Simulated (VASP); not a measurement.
# CaF2 (Fm-3m) in VASP: a series of runs

One crystal, CaF2, is run at these levels: PBE; tasks: single point, relaxation of cell and atoms.

Everything below comes from runs of VASP 6.6.1. Logs are shortened: lines on timing, memory, paths and dates and some standing lists are left out, and cuts for length are marked.

## Step 1: The undisturbed crystal

The structure is cubic, space group Fm-3m (No. 225). Conventional cell: a = 5.511 Å, b = 5.511 Å, c = 5.511 Å, α = 90.00°, β = 90.00°, γ = 90.00°. Around Ca (site symmetry m-3m) lie 8 F at 2.39 Å. F (site symmetry -43m) is surrounded by 4 Ca at 2.39 Å.

The cell comes from a database or a generator and needn't be the stable form of this composition.

## Step 2: Single point, PBE (cell and atoms relaxed from a first guess)

Input file INCAR:

```
SYSTEM = CaF2
PREC = Accurate
ENCUT = 520
EDIFF = 1E-6
ISMEAR = -1
SIGMA = 0.03
LREAL = .False.
LASPH = .True.
NELM = 100
ALGO = Fast
ISIF = 2
LWAVE = .False.
LCHARG = .True.
GGA = PE
LELF = .True.
LVHAR = .True.
NBANDS = 19
```

Input file KPOINTS:

```
Automatic mesh
0
Gamma
  12 12 12
  0 0 0
```

Input file POSCAR:

```
CaF2
1.0
    0.0000000000      2.7554707562      2.7554707562
    2.7554707562      0.0000000000      2.7554707562
    2.7554707562      2.7554707562      0.0000000000
Ca F
1 2
Direct
    0.0000000000      0.0000000000      0.0000000000
    0.2500000000      0.2500000000      0.2500000000
    0.7500000000      0.7500000000      0.7500000000
```

Potentials or basis: VASP PAW PBE potentials, release 64 (Ca_sv, F).

Started as:

```sh
$ cat potpaw_PBE.64/Ca_sv/POTCAR potpaw_PBE.64/F/POTCAR > POTCAR
$ mpirun -np 1 vasp_std > vasp.out
```

OUTCAR:

```text
SYSTEM = CaF2
   PREC = Accurate
   ENCUT = 520
   EDIFF = 1E-6
   ISMEAR = -1
   LREAL = .False.
   LASPH = .True.
   NELM = 100
   ISIF = 2
   GGA = PE

 ion  position               nearest neighbor table
   1  0.000  0.000  0.000-   3 2.39   3 2.39   3 2.39   2 2.39   3 2.39   2 2.39   2 2.39   2 2.39

   2  0.250  0.250  0.250-   1 2.39   1 2.39   1 2.39   1 2.39
   3  0.750  0.750  0.750-   1 2.39   1 2.39   1 2.39   1 2.39

  LATTYP: Found a face centered cubic cell.
 ALAT       =     5.5109415124

  Lattice vectors:

 A1 = (   0.0000000000,   2.7554707562,   2.7554707562)
 A2 = (   2.7554707562,   0.0000000000,   2.7554707562)
 A3 = (   2.7554707562,   2.7554707562,   0.0000000000)

Analysis of symmetry for initial positions (statically):
=====================================================================
 Subroutine PRICEL returns:
 Original cell was already a primitive cell.

 Routine SETGRP: Setting up the symmetry group for a
 face centered cubic supercell.

 Subroutine GETGRP returns: Found 48 space group operations
 (whereof 48 operations were pure point group operations)
 out of a pool of 48 trial point group operations.

The static configuration has the point symmetry O_h .

Analysis of symmetry for dynamics (positions and initial velocities):
=====================================================================
 Subroutine PRICEL returns:
 Original cell was already a primitive cell.

 Routine SETGRP: Setting up the symmetry group for a
 face centered cubic supercell.

 Subroutine GETGRP returns: Found 48 space group operations
 (whereof 48 operations were pure point group operations)
 out of a pool of 48 trial point group operations.

The dynamic configuration has the point symmetry O_h .

 Subroutine INISYM returns: Found 48 space group operations
 (whereof 48 operations are pure point group operations),
 and found     1 'primitive' translations

----------------------------------------------------------------------------------------

                                     Primitive cell

  volume of cell :      41.8425

  direct lattice vectors                    reciprocal lattice vectors
     0.000000000  2.755470756  2.755470756    -0.181457197  0.181457197  0.181457197
     2.755470756  0.000000000  2.755470756     0.181457197 -0.181457197  0.181457197
     2.755470756  2.755470756  0.000000000     0.181457197  0.181457197 -0.181457197

  length of vectors
     3.896824114  3.896824114  3.896824114     0.314293085  0.314293085  0.314293085

  position of ions in fractional coordinates (direct lattice)
     0.000000000  0.000000000  0.000000000
     0.250000000  0.250000000  0.250000000
     0.750000000  0.750000000  0.750000000

  ion indices of the primitive-cell ions
   primitive index   ion index
                 1           1
                 2           2
                 3           3

----------------------------------------------------------------------------------------

 KPOINTS: Automatic mesh

Automatic generation of k-mesh.
 Grid dimensions read from file:
 generate k-points for:   12   12   12

 Generating k-lattice:

  Cartesian coordinates                     Fractional coordinates (reciprocal lattice)
    -0.015121433  0.015121433  0.015121433     0.083333333  0.000000000  0.000000000
     0.015121433 -0.015121433  0.015121433     0.000000000  0.083333333  0.000000000
     0.015121433  0.015121433 -0.015121433     0.000000000  0.000000000  0.083333333

  Length of vectors
     0.026191090  0.026191090  0.026191090

  Shift w.r.t. Gamma in fractional coordinates (k-lattice)
     0.000000000  0.000000000  0.000000000

 Subroutine IBZKPT returns following result:
 ===========================================

 Found     72 irreducible k-points:

 Following reciprocal coordinates:
            Coordinates               Weight
  0.000000  0.000000  0.000000      1.000000
  0.083333  0.000000  0.000000      8.000000
  0.166667  0.000000  0.000000      8.000000
  0.250000  0.000000  0.000000      8.000000
  0.333333  0.000000  0.000000      8.000000
  0.416667  0.000000  0.000000      8.000000
[... 16 lines left out ...]
  0.500000  0.166667  0.000000     24.000000
 -0.416667  0.166667  0.000000     24.000000
 [... further k-points ...]
   k-points           NKPTS =     72   k-points in BZ     NKDIM =     72   number of bands    NBANDS=     19
   number of dos      NEDOS =    301   number of ions     NIONS =      3
   total plane-waves  NPLWV =  27000
   dimension x,y,z NGX =    30 NGY =   30 NGZ =   30
   dimension x,y,z NGXF=    60 NGYF=   60 NGZF=   60
   ions per type =               1   2
   NGX,Y,Z   is equivalent  to a cutoff of  12.80, 12.80, 12.80 a.u.
   NGXF,Y,Z  is equivalent  to a cutoff of  25.60, 25.60, 25.60 a.u.
 SYSTEM =  CaF2
   PREC   = accura    normal or accurate (medium, high low for compatibility)
   ISTART =      0    job   : 0-new  1-cont  2-samecut
   ICHARG =      2    charge: 1-file 2-atom 10-const
   ISPIN  =      1    spin polarized calculation?
   LNONCOLLINEAR =      F non collinear calculations
   LSORBIT =      F    spin-orbit coupling
   LASPH  =      T    aspherical Exc in radial PAW
   ENCUT  =  520.0 eV  38.22 Ry    6.18 a.u.   7.25  7.25  7.25*2*pi/ulx,y,z
   NELM   =    100;   NELMIN=  2; NELMDL= -5     # of ELM steps
   EDIFF  = 0.1E-05   stopping-criterion for ELM
   LREAL  =      F    real-space projection
   EDIFFG = 0.1E-04   stopping-criterion for IOM
   NSW    =      0    number of steps for IOM
   IBRION =     -1    ionic relax: 0-MD 1-quasi-New 2-CG
   NFREE  =      0    steps in history (QN), initial steepest desc. (CG)
   ISIF   =      2    stress and relaxation
   ISYM   =      2    0-nonsym 1-usesym 2-fastsym
   POTIM  = 0.5000    time-step for ionic-motion
   TEBEG  =    0.0;   TEEND  =   0.0 temperature during run
   PSTRESS=    0.0 pullay stress
   NELECT =      24.0000    total number of electrons
   NUPDOWN=      -1.0000    fix difference up-down
   EMIN   =  10.00;   EMAX   =-10.00  energy-range for DOS
   EFERMI =   0.00;   METHOD = LEGACY
   ISMEAR =    -1;   SIGMA  =   0.03  broadening in eV -4-tet -1-fermi 0-gaus
   EFERMI_NEDOS =   21; number of points for ismear=-14 and -15
   IALGO  =     68    algorithm
   IMIX   =      4    mixing-type and parameters
     AMIX     =   0.40;   BMIX     =  1.00
     AMIX_MAG =   1.60;   BMIX_MAG =  1.00
  volume/ion in A,a.u.               =      13.95        94.12
  Fermi-wavevector in a.u.,A,eV,Ry     =   1.360210  2.570425 25.173125  1.850172
  Thomas-Fermi vector in A             =   2.486892
   LORBIT       =      0    0 simple, 1 ext, 2 COOP (PROOUT), +10 PAW based schemes
   GGA     = PE    functional components
   LHFCALC =     F    Hartree Fock is set to
   AEXX    =    0.0000 exact exchange contribution
   IVDW    =     0    specifies the selected vdW correction
   LEPSILON=     F    determine dielectric tensor
   LRPA    =     F    only Hartree local field effects (RPA)
 non-spin polarized calculation
 RMM-DIIS sequential band-by-band and
  energy-cutoff  :      520.00
  volume of cell :       41.84
 maximum number of plane-waves:      1158
 NGX is ok and might be reduce to    30
   NGX = 15   NGY = 15   NGZ = 15

 number of electron      23.9999996 magnetization

 Free energy of the ion-electron system (eV)
  ---------------------------------------------------
  ext. energy  EPLUGINS =         0.00000000
  ---------------------------------------------------
  free energy    TOTEN  =       -17.34035567 eV

  energy without entropy =      -17.34035567  energy(sigma->0) =      -17.34035567

 E-fermi :  -0.3493     XC(G=0):  -9.4993

 val. band max:       -1.1083196404   @ k =   0.5000   0.5000   0.0000
 cond. band min:       6.0119208850   @ k =   0.0000   0.0000   0.0000
 fundamental gap:      7.1202405254
 Fermi energy:        -0.3493156039

 k-point     1 :       0.0000    0.0000    0.0000
  band No.  band energies     occupation
      1     -37.2648      2.00000
      2     -20.9788      2.00000
      3     -20.2464      2.00000
      4     -18.2036      2.00000
      5     -18.2036      2.00000
      6     -18.2036      2.00000
[... 11 lines left out ...]
     18       9.9077      0.00000
     19      15.6140      0.00000

 k-point     2 :       0.0833    0.0000    0.0000
  band No.  band energies     occupation
      1     -37.2629      2.00000
      2     -20.9962      2.00000
      3     -20.2627      2.00000
      4     -18.2061      2.00000
      5     -18.2061      2.00000
      6     -18.1738      2.00000
[... 11 lines left out ...]
     18       9.8907      0.00000
     19      15.2647      0.00000

 k-point     3 :       0.1667    0.0000    0.0000
  band No.  band energies     occupation
      1     -37.2577      2.00000
      2     -21.0382      2.00000
      3     -20.3145      2.00000
      4     -18.2129      2.00000
      5     -18.2129      2.00000
      6     -18.0905      2.00000
[... 11 lines left out ...]
     18       9.8444      0.00000
     19      14.4726      0.00000

 k-point     4 :       0.2500    0.0000    0.0000
  band No.  band energies     occupation
      1     -37.2505      2.00000
      2     -21.0786      2.00000
      3     -20.4030      2.00000
      4     -18.2222      2.00000
      5     -18.2222      2.00000
      6     -17.9733      2.00000
[... 11 lines left out ...]
     18       9.7811      0.00000
     19      13.6073      0.00000

 k-point     5 :       0.3333    0.0000    0.0000
  band No.  band energies     occupation
      1     -37.2433      2.00000
      2     -21.0997      2.00000
      3     -20.5117      2.00000
      4     -18.2314      2.00000
      5     -18.2314      2.00000
      6     -17.8540      2.00000
[... 11 lines left out ...]
     18       9.7179      0.00000
     19      12.8736      0.00000
[... 334 lines left out ...]
      2     -21.1281      2.00000
      3     -20.4724      2.00000
      4     -18.2476      2.00000
      5     -18.1993      2.00000
      6     -17.8805      2.00000
[... 11 lines left out ...]
     18       9.8547      0.00000
     19      13.8521      0.00000

 k-point    22 :       0.4167    0.1667    0.0000
  band No.  band energies     occupation
      1     -37.2374      2.00000
      2     -21.1178      2.00000
      3     -20.5974      2.00000
      4     -18.2537      2.00000
      5     -18.1640      2.00000
      6     -17.8165      2.00000
[... 11 lines left out ...]
     18      10.1553      0.00000
     19      13.1721      0.00000

 k-point    23 :       0.5000    0.1667    0.0000
  band No.  band energies     occupation
      1     -37.2337      2.00000
      2     -21.0785      2.00000
      3     -20.7123      2.00000
      4     -18.2545      2.00000
      5     -18.1335      2.00000
      6     -17.7830      2.00000
[... 11 lines left out ...]
     18      10.5929      0.00000
     19      12.6838      0.00000

 k-point    24 :      -0.4167    0.1667    0.0000
  band No.  band energies     occupation
      1     -37.2333      2.00000
      2     -21.0492      2.00000
      3     -20.7567      2.00000
      4     -18.2498      2.00000
      5     -18.1164      2.00000
      6     -17.7916      2.00000
[... 11 lines left out ...]
     18      10.7212      0.00000
     19      12.6035      0.00000

 [... further k-points ...]
[... 5 lines left out ...]
  --------------------------------------------------------------------------------------
  -------------------------------------------------------------------------------------
  Total        0.0525777      0.0525777      0.0525777      0.0000000     -0.0000000     -0.0000000
  in kB        2.0132349      2.0132349      2.0132349      0.0000000     -0.0000000     -0.0000000
  external PRESSURE =       2.0132349 kB  Pullay stress =       0.0000000 kB

 VOLUME and BASIS-vectors are now :
 -----------------------------------------------------------------------------
  energy-cutoff  :      520.00
  volume of cell :       41.84
      direct lattice vectors                 reciprocal lattice vectors
     0.000000000  2.755470756  2.755470756    -0.181457197  0.181457197  0.181457197
     2.755470756  0.000000000  2.755470756     0.181457197 -0.181457197  0.181457197
     2.755470756  2.755470756  0.000000000     0.181457197  0.181457197 -0.181457197

 POSITION                                       TOTAL-FORCE (eV/Angst)
 -----------------------------------------------------------------------------------
      0.00000      0.00000      0.00000         0.000000      0.000000      0.000000
      1.37774      1.37774      1.37774        -0.000000     -0.000000     -0.000000
      4.13321      4.13321      4.13321         0.000000      0.000000      0.000000
 -----------------------------------------------------------------------------------
    total drift:                                0.000000     -0.000000      0.000000

  FREE ENERGIE OF THE ION-ELECTRON SYSTEM (eV)
  ---------------------------------------------------
  free  energy   TOTEN  =       -17.3403556692 eV

  energy  without entropy=      -17.3403556692  energy(sigma->0) =      -17.34035567
```

Run time: 43 s. Hardware: 1 thread of Intel Xeon 6975P-C (Granite Rapids), shared host; peak memory 0.19 GiB.

Results:

| Item | Value |
| --- | --- |
| Free energy | -17.3404 eV |
| Pressure | 0.2 GPa |
| Band gap on the k mesh | 7.12 eV, indirect (least direct gap 7.37 eV) |

A k mesh can miss the band edges.

## Step 3: Relaxation of cell and atoms, PBE (cell and atoms relaxed from a first guess)

Input file INCAR:

```
ALGO = Normal
EDIFF = 1E-6
EDIFFG = -0.005
ENCUT = 600
GGA = PE
IBRION = 2
ISIF = 3
ISMEAR = -1
LASPH = True
LCHARG = False
LREAL = False
LWAVE = False
NELM = 100
NSW = 100
PREC = Accurate
SIGMA = 0.03
```

Input file KPOINTS:

```
k-points
0
Gamma
  12 12 12
```

Input file POSCAR:

```
CaF2
1.0
    0.0000000000      2.6205633371      2.6205633371
    2.6205633371      0.0000000000      2.6205633371
    2.6205633371      2.6205633371      0.0000000000
Ca F
1 2
Direct
    0.0000000000      0.0000000000      0.0000000000
    0.2500000000      0.2500000000      0.2500000000
    0.7500000000      0.7500000000      0.7500000000
```

Potentials or basis: VASP PAW PBE potentials, release 64 (Ca_sv, F).

Started as:

```sh
$ cat potpaw_PBE.64/Ca_sv/POTCAR potpaw_PBE.64/F/POTCAR > POTCAR
$ mpirun -np 1 vasp_std > vasp.out
```

It took 81 s on 1 thread of Intel Xeon 6975P-C (Granite Rapids), shared host; peak memory 0.21 GiB.

It converged, with:

| Quantity | Value |
| --- | --- |
| Free energy | -17.3311 eV |
| Relaxed volume | 14.00 Å³/atom |
| Relaxed cell | a = 3.902 Å, b = 3.902 Å, c = 3.902 Å, α = 60.00°, β = 60.00°, γ = 60.00° |
| Space group after relaxing (to 0.05 Å) | Fm-3m (No. 225) |
| Energy gained by relaxing | 91.3 meV/atom |
| Ionic steps | 5 |
| Pressure after relaxing | -0.1 GPa |
| Band gap on the k mesh | 7.10 eV, indirect (least direct gap 7.35 eV) |

The path:
| step | energy change (eV) | largest force (eV/Å) | pressure (GPa) | volume (Å³) |
| --- | --- | --- | --- | --- |
| 1 | 0.0000 | 0.0000 | 16.87 | 35.99 |
| 2 | -0.2681 | 0.0000 | -1.76 | 42.98 |
| 3 | -0.2738 | 0.0000 | 0.11 | 41.92 |
| 4 | -0.2738 | 0.0000 | -0.09 | 42.05 |
| 5 | -0.2738 | 0.0000 | -0.05 | 42.00 |

Final structure:
```cif
data_structure
_symmetry_space_group_name_H-M 'P 1'
_symmetry_Int_Tables_number 1
_cell_length_a 3.9017
_cell_length_b 3.9017
_cell_length_c 3.9017
_cell_angle_alpha 60.000
_cell_angle_beta 60.000
_cell_angle_gamma 60.000
_cell_volume 42.00
loop_
_atom_site_label
_atom_site_type_symbol
_atom_site_fract_x
_atom_site_fract_y
_atom_site_fract_z
_atom_site_occupancy
Ca1 Ca 0.00000 0.00000 0.00000 1
F1 F 0.25000 0.25000 0.25000 1
F2 F 0.75000 0.75000 0.75000 1
```

Levels at points of the mesh, in eV from the valence-band top:
```tsv
k point	band 8	band 9	band 10	band 11	band 12	band 13	band 14	band 15	band 16
(0.00, 0.00, 0.00)	-2.02	-2.02	-0.25	-0.25	-0.25	7.10	9.04	9.04	10.99
(0.50, 0.00, 0.00)	-1.44	-1.25	-1.20	-0.81	-0.81	9.24	9.24	9.55	10.58
(0.50, 0.50, 0.00)	-1.60	-1.60	-0.35	-0.35	0.00	8.03	9.34	9.91	10.66
```

Caveat: the volume moved by over 15 % at a fixed basis, so the end points are rough. A k mesh can miss the band edges.
